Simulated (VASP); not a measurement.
## SnO in VASP 6.6.1, single-point calculation

INCAR

```
NSW = 0
ENCUT = 520
ISIF = 2
ISMEAR = -1
NELM = 58
EDIFF = 1E-7
LWAVE = .FALSE.
GGA = CA
LASPH = .TRUE.
SIGMA = 0.05
PREC = Accurate
LREAL = .FALSE.
NBANDS = 17
IBRION = -1
LCHARG = .FALSE.
```

KPOINTS

```
KPOINTS created by Atomic Simulation Environment
0
Gamma
8 8 8
0 0 0
```

POSCAR

```
Sn O
 1.0000000000000000
     0.0000000000000000    2.7082147232636280    2.7082147232636280
     2.7082147232636280   -0.0000000000000000    2.7082147232636280
     2.7082147232636280    2.7082147232636280   -0.0000000000000000
 Sn  O
   1   1
Cartesian
 -0.0000000000000000 -0.0000000000000000 -0.0000000000000000
  1.3541073616318140  1.3541073616318140  1.3541073616318140
```

The recommended LDA PAW datasets give the neutral cell 20 valence electrons.

Command

```
mpirun -np 1 vasp_std
```

OSZICAR

```
N       E                     dE             d eps       ncg     rms          rms(c)
DAV:   1     0.149855155183E+03    0.14986E+03   -0.10556E+04  1018   0.165E+03
DAV:   2     0.119679786116E+01   -0.14866E+03   -0.14270E+03  1074   0.378E+02
DAV:   3    -0.135308646147E+02   -0.14728E+02   -0.14661E+02  1185   0.108E+02
DAV:   4    -0.138603494306E+02   -0.32948E+00   -0.32933E+00  1140   0.176E+01
DAV:   5    -0.138699933677E+02   -0.96439E-02   -0.96433E-02  1307   0.289E+00    0.844E+00
DAV:   6    -0.121342205759E+02    0.17358E+01   -0.13641E+01  1478   0.432E+01    0.541E+00
DAV:   7    -0.118264166706E+02    0.30780E+00   -0.27001E+00  1190   0.890E+00    0.137E+00
DAV:   8    -0.117877460049E+02    0.38671E-01   -0.17421E-01  1041   0.308E+00    0.417E-01
DAV:   9    -0.117851584503E+02    0.25876E-02   -0.11527E-02  1379   0.866E-01    0.140E-01
DAV:  10    -0.117852776123E+02   -0.11916E-03   -0.41647E-03  1496   0.458E-01    0.116E-01
DAV:  11    -0.117850072346E+02    0.27038E-03   -0.14842E-03  1497   0.237E-01    0.103E-02
DAV:  12    -0.117850103203E+02   -0.30858E-05   -0.64154E-05  1052   0.536E-02    0.427E-03
DAV:  13    -0.117850104888E+02   -0.16852E-06   -0.18711E-06  1134   0.963E-03    0.233E-03
DAV:  14    -0.117850103513E+02    0.13753E-06   -0.73185E-07   967   0.495E-03    0.522E-04
DAV:  15    -0.117850103551E+02   -0.37944E-08   -0.48496E-08   553   0.192E-03
   1 F= -.11785010E+02 E0= -.11783114E+02  d E =-.379286E-02
```

From OUTCAR

```
k-points           NKPTS =     29   k-points in BZ     NKDIM =     29   number of bands    NBANDS=     17

   NELECT =      20.0000    total number of electrons

   dimension x,y,z NGX =    28 NGY =   28 NGZ =   28
   dimension x,y,z NGXF=    56 NGYF=   56 NGZF=   56

  energy-cutoff  :      520.00
  volume of cell :       39.73
      direct lattice vectors                 reciprocal lattice vectors
     0.000000000  2.708214723  2.708214723    -0.184623470  0.184623470  0.184623470
     2.708214723  0.000000000  2.708214723     0.184623470 -0.184623470  0.184623470
     2.708214723  2.708214723  0.000000000     0.184623470  0.184623470 -0.184623470

 k-points in reciprocal lattice and weights: KPOINTS created by Atomic Simulation Env
   0.00000000  0.00000000  0.00000000       0.002
   0.12500000  0.00000000  0.00000000       0.016
   0.25000000  0.00000000  0.00000000       0.016
   0.37500000  0.00000000  0.00000000       0.016
   0.50000000  0.00000000  0.00000000       0.008
   0.12500000  0.12500000  0.00000000       0.012
   0.25000000  0.12500000  0.00000000       0.047
   0.37500000  0.12500000  0.00000000       0.047
   ...

 E-fermi :   5.7820

 k-point     1 :       0.0000    0.0000    0.0000
  band No.  band energies     occupation
      1     -15.8289      2.00000
      2     -15.8289      2.00000
      3     -15.8289      2.00000
      4     -15.7764      2.00000
      5     -15.7764      2.00000
      6     -12.8712      2.00000
      7      -0.5010      2.00000
      8       2.1225      2.00000
      9       2.1225      2.00000
     10       2.1225      2.00000
     11      10.1544      0.00000
     12      10.1544      0.00000
     13      10.1544      0.00000
     14      14.7143      0.00000
     15      17.2022      0.00000
     16      17.2022      0.00000
     17      17.2022      0.00000

 k-point     2 :       0.1250    0.0000    0.0000
  band No.  band energies     occupation
      1     -15.8475      2.00000
      2     -15.8242      2.00000
      3     -15.8242      2.00000
      4     -15.7762      2.00000
      5     -15.7762      2.00000
      6     -12.7821      2.00000
      7      -0.8188      2.00000
      8       2.0533      2.00000
      9       2.0533      2.00000
     10       2.4076      2.00000
     11       9.3248      0.00000
     12      10.2317      0.00000
     13      10.2317      0.00000
     14      15.4300      0.00000
     15      16.6185      0.00000
     16      16.6185      0.00000
     17      16.7312      0.00000

 k-point     3 :       0.2500    0.0000    0.0000
  band No.  band energies     occupation
      1     -15.8909      2.00000
      2     -15.8161      2.00000
      3     -15.8161      2.00000
      4     -15.7721      2.00000
      5     -15.7721      2.00000
      6     -12.5586      2.00000
      7      -1.4657      2.00000
      8       1.8946      2.00000
      9       1.8946      2.00000
     10       2.9225      2.00000
     11       8.1786      0.00000
     12      10.3404      0.00000
     13      10.3404      0.00000
     14      14.8266      0.00000
     15      16.2489      0.00000
     16      16.2489      0.00000
     17      18.2490      0.00000

 ...

  Total       -0.8021721     -0.8021721     -0.8021721      0.0000000     -0.0000000      0.0000000
  in kB      -32.3518307    -32.3518307    -32.3518307      0.0000000     -0.0000000      0.0000000
  external PRESSURE =     -32.3518307 kB  Pullay stress =       0.0000000 kB

 POSITION                                       TOTAL-FORCE (eV/Angst)
 -----------------------------------------------------------------------------------
      0.00000      0.00000      0.00000         0.000000      0.000000      0.000000
      1.35411      1.35411      1.35411        -0.000000     -0.000000     -0.000000
 -----------------------------------------------------------------------------------
    total drift:                                0.000000      0.000000      0.000000

  FREE ENERGIE OF THE ION-ELECTRON SYSTEM (eV)
  ---------------------------------------------------
  free  energy   TOTEN  =       -11.7850103551 eV

  energy  without entropy=      -11.7812174973  energy(sigma->0) =      -11.78311393
```

It converged. Results: gap between bands v and c on the k mesh -0.20 eV (bands overlap: a metal); least direct gap on the k mesh 0.14 eV; pressure -3.2 GPa. Band v is the last that the valence electrons fill when counted band by band, and c is the next.

For comparison, a separate LDA run of the intended cell, on usual settings and not on those above, gives a gap of -0.20 eV on its mesh and a pressure of -3.1 GPa.

The run above took about 7.7 s on one core of a shared host (Intel Xeon 6975P-C) and held 0.15 GiB at most.
